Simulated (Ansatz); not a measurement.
Consider the germylene formation by 1,1-elimination: `C=C[CH2][Ge]([CH3])([F])[O]C` → `C[O][Ge][F]` + `C=CCC`.

Calculated with Ansatz (gas phase, PBE0-D4/def2-TZVP geometries, no zero-point term in ΔE). CBS: MP2 limit from def2 TZ/QZ plus the TZ coupled-cluster correction, frozen cores. For Ge outer-core shells are correlated without core-valence functions, which leaves a few kJ/mol of doubt a bond. Scalar relativity is left out up to krypton. One conformer a species, not always the lowest.

```csv
species,MP2/CBS(def2) energy (Eh)
`C=C[CH2][Ge]([CH3])([F])[O]C`,-2447.90666
`C[O][Ge][F]`,-2290.94129
`C=CCC`,-156.93264
```

(1) Work out ΔE.

Largest T1 diagnostic among the species: 0.015.

Results:

(1) ΔE = (-2290.94129) + (-156.93264) − (-2447.90666) = 0.03273 Eh = +20.5 kcal/mol. CCSD(T)/CBS gives +18.0 kcal/mol.

From BLYP to BHLYP (50 % exact exchange), in def2-TZVPP and without D4, ΔE moves by +11.3 kcal/mol. The D4 term adds +4.9 kcal/mol with B3LYP and +2.9 kcal/mol with PBE0; it sums over pairs of atoms, weighted by their polarisabilities, and B3LYP, whose exchange is more repulsive, gets the larger term. At CCSD(T), def2-SVP lies −3.0 kcal/mol from the extrapolated value and def2-TZVPP +3.0 kcal/mol.

B3LYP here is the variant with VWN-RPA as its local correlation; programs differ in this.
